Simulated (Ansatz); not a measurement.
**K in Ansatz: convergence with k mesh**

Input of the first run (k mesh 2 × 2 × 2); the others differ in this setting and in those tied to it:

File input.yaml:

```yaml
crystal:
  lattice:
    - [-2.6975585167, 2.6975585167, 2.6975585167]
    - [2.6975585167, -2.6975585167, 2.6975585167]
    - [2.6975585167, 2.6975585167, -2.6975585167]
  atoms:
    - { symbol: K, position: [0.0, 0.0, 0.0] }
hamiltonian:
  xc: pbe
  pseudopotentials: { kind: paw, source: jth }
kpoints:
  mp_grid: { grid: [2, 2, 2] }
scf:
  occupations: { method: gaussian, width: 0.1 }
output:
  forces: true
  stress: true
  eigenvalues: true
```

Potentials or basis: JTH PAW.

The run is started by

```sh
$ ansatz run input.yaml --threads 2 --pin off --max-ram 5632MiB --backend cpu --events-out ev --progress --plain --runs-dir out
```

Hardware: 2 threads of Intel(R) Xeon(R) Processor @ 2.50GHz (Skylake/Cascade Lake), with other jobs on the host.

```csv
k mesh,"energy less the tightest run, at zero smearing (meV/atom)",pressure (GPa),SCF cycles,CPU time (s),peak memory (GiB)
2 × 2 × 2,583.45,0.13,7,1.8,0.34
3 × 3 × 3,-86.46,-0.30,6,1.7,0.33
4 × 4 × 4,67.43,-0.12,6,2,0.34
5 × 5 × 5,2.86,-0.20,6,2.2,0.35
6 × 6 × 6,21.32,-0.17,6,2.8,0.35
8 × 8 × 8,7.97,-0.19,6,4.3,0.37
10 × 10 × 10,4.65,-0.20,7,6.3,0.41
11 × 11 × 11,0.00,-0.20,7,7.4,0.42
```

Against the tightest run, the pressure stays within 0.1 GPa from 3 × 3 × 3 on. Not settled before the last step: the energy (to 1 meV/atom). Meshes of other sizes hit other points, so gaps and Fermi surfaces needn't settle smoothly. The tightest run that finished is the yardstick and may itself not be fully converged.
